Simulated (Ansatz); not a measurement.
**ZrO2 (fluorite): from the first guess to the electronic structure**

Aim: bring ZrO2 (fluorite) to zero pressure, then compute its bands, density of states and charges.

Program: Ansatz 0.2.0. Level of theory: DFT PBE, scalar-relativistic, plane waves, PAW. These are calculated values, not measurements.

4 further runs of the same task are left out: 3 that didn't finish, 1 set aside as unsound or not needed. Runs told in other sessions of the task aren't counted.

**1. The structure to begin with**

The structure is cubic, space group Fm-3m (No. 225). Conventional cell: a = 5.087 Å, b = 5.087 Å, c = 5.087 Å, α = 90.00°, β = 90.00°, γ = 90.00°. Around Zr (site symmetry m-3m) lie 8 O at 2.20 Å. O (site symmetry -43m) is surrounded by 4 Zr at 2.20 Å.

Coordinates:

```xyz
3
Lattice="0.0000 2.5434 2.5434 2.5434 0.0000 2.5434 2.5434 2.5434 0.0000" Properties=species:S:1:pos:R:3 pbc="T T T"
Zr    0.0000    0.0000    0.0000
O     1.2717    1.2717    1.2717
O     3.8151    3.8151    3.8151
```

**2. At the starting volume**

The input, input.yaml:

```yaml
crystal:
  lattice:
    - [0.0, 2.5434207568, 2.5434207568]
    - [2.5434207568, 0.0, 2.5434207568]
    - [2.5434207568, 2.5434207568, 0.0]
  atoms:
    - { symbol: Zr, position: [0.0, 0.0, 0.0] }
    - { symbol: O, position: [0.25, 0.25, 0.25] }
    - { symbol: O, position: [0.75, 0.75, 0.75] }
basis:
  ecutwfc: 420
  ecutrho_ratio: 4
kpoints:
  mp_grid: { grid: [12, 12, 12] }
hamiltonian:
  xc: pbe
scf:
  occupations: { method: gaussian, width: 0.05 }
output:
  forces: true
  stress: true
  eigenvalues: true
```

The run is started by

```
$ ansatz run input.yaml --threads 2 --pin off --max-ram 2662MiB --backend cpu --events-out ev --progress --plain --runs-dir out
```

Further steps of the session: A step to a new volume; A step to a new volume; The electronic structure.

Q: Predict the outcome of this session. Wanted: space group; conventional cell; volume; pressure; gap; Bader charges; highest ELF outside the cores.

The runs gave:

| quantity | value |
| --- | --- |
| space group | Fm-3m (No. 225) |
| conventional cell | a = 5.116 Å, b = 5.116 Å, c = 5.116 Å, α = 90.00°, β = 90.00°, γ = 90.00° |
| volume | 11.157 Å³/atom |
| pressure | 0.01 GPa |
| gap | 3.32 eV on the path, indirect |
| Bader charges | Zr +2.63; O -1.32 e |
| highest ELF outside the cores | 0.83, about 0.6 Å from O |

What this shows: Over the 3 runs shown the cell moved from 10.97 to 11.16 Å³/atom, a change of +1.7 %, where the pressure is zero within 0.01 GPa. The gap on the path is indirect, 3.32 eV, with the valence top at X and the conduction bottom at Γ; the top 0.5 eV of the valence band is led by O 2p (97 % of the projected weight), the lowest 0.5 eV of the conduction band by Zr 4d (95 % of the projected weight). It is the Kohn-Sham gap of a semilocal functional; such gaps usually fall short of measured ones. By Bader's charges (2.6 e at most) the bonding is polar. The Bader partition leaves Zr most positive, at +2.63 e.
